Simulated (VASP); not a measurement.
Runs of VASP 6.6.1 on Zr. The structure is hexagonal, space group P6/mmm (No. 191). The conventional cell has a = 5.033 Å, b = 5.033 Å, c = 3.132 Å, α = 90.00°, β = 90.00°, γ = 120.00°. Around Zr (site symmetry -6m2) lie 11 Zr at 2.91 to 3.30 Å. Around Zr (site symmetry 6/mmm) lie 14 Zr at 3.13 to 3.30 Å. The cell was built by a generator and needn't be a form met in nature.

| level | potentials or basis | gap on the mesh (eV) | pressure (GPa) | relaxed volume (Å³/atom) |
| --- | --- | --- | --- | --- |
| PBE | VASP PAW PBE potentials, release 64 (Zr_sv) | none | 0.0 | 23.11 |
| LDA | VASP PAW LDA potentials, release 64 (Zr_sv) | none | 0.1 | (a) |
| PBEsol | VASP PAW PBE potentials, release 64 (Zr_sv) | none | 0.1 | 22.21 |
| r2SCAN | VASP PAW PBE potentials, release 64 (Zr_sv) | none | 0.0 | 23.14 |

Alike in all rows: task relaxation of cell and atoms; no spin polarisation; cell relaxed; k mesh 9 × 9 × 12; cutoff (eV) 600; smearing methfessel-paxton 0.1 eV.

Fill in the values left out.

(a) 21.57.

Caveats: the PAW data sets were made with another functional, which shifts forces and pressure a little (some runs).

A k mesh can miss the band edges, and the runs leave out spin-orbit coupling on Zr.

A gap of «none» marks a metal or a gap under the smearing width.

Not every run made on this cell is shown here.
